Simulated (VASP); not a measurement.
TiO:

```
CELL_PARAMETERS angstrom
3.00939 0.00000 0.00000
0.00000 3.00939 0.00000
0.00000 0.00000 3.68042
ATOMIC_POSITIONS crystal
Ti 0.00000 0.00000 0.00000
O 0.00000 0.00000 0.50000
```

The cell was built by a generator and needn't be a form met in nature.

```yaml
Program: VASP 6.6.1
Task: relaxation of cell and atoms
Functional: vdW-DF-cx
Potentials_or_basis: VASP PAW PBE potentials, release 64 (Ti_sv, O)
Cutoff: 600 eV
k_mesh: 9 × 9 × 7
Occupations: fermi-dirac, width 0.05 eV
Spin: no spin polarisation
```

At the start: pressure -2.3 GPa; volume 16.67 Å³/atom.

Problem. Where does the relaxation end?

Solution. Over 10 steps the energy falls by 6.5 meV/atom and the volume is 15.87 Å³/atom (-4.8 %); space group P4/mmm (No. 123, to 0.05 Å).

The path:
```csv
step,energy change (eV),largest force (eV/Å),pressure (GPa),volume (Å³)
1,0.0000,0.0000,-2.35,33.33
2,-0.0035,0.0000,1.81,32.17
3,-0.0055,0.0000,0.18,32.60
4,-0.0109,0.0000,0.12,32.17
5,-0.0130,0.0000,0.10,31.65
6,-0.0130,0.0000,0.19,31.67
7,-0.0125,0.0000,0.12,31.92
8,-0.0130,0.0000,0.10,31.71
9,-0.0130,0.0000,0.06,31.69
10,-0.0130,0.0000,-0.05,31.74
```

Final structure:
```cif
data_structure
_symmetry_space_group_name_H-M 'P 1'
_symmetry_Int_Tables_number 1
_cell_length_a 2.9403
_cell_length_b 2.9403
_cell_length_c 3.6709
_cell_angle_alpha 90.000
_cell_angle_beta 90.000
_cell_angle_gamma 90.000
_cell_volume 31.74
loop_
_atom_site_label
_atom_site_type_symbol
_atom_site_fract_x
_atom_site_fract_y
_atom_site_fract_z
_atom_site_occupancy
Ti1 Ti 0.00000 0.00000 0.00000 1
O1 O 0.00000 0.00000 0.50000 1
```

Caveat: the PAW data sets were made with another functional, which shifts forces and pressure a little.
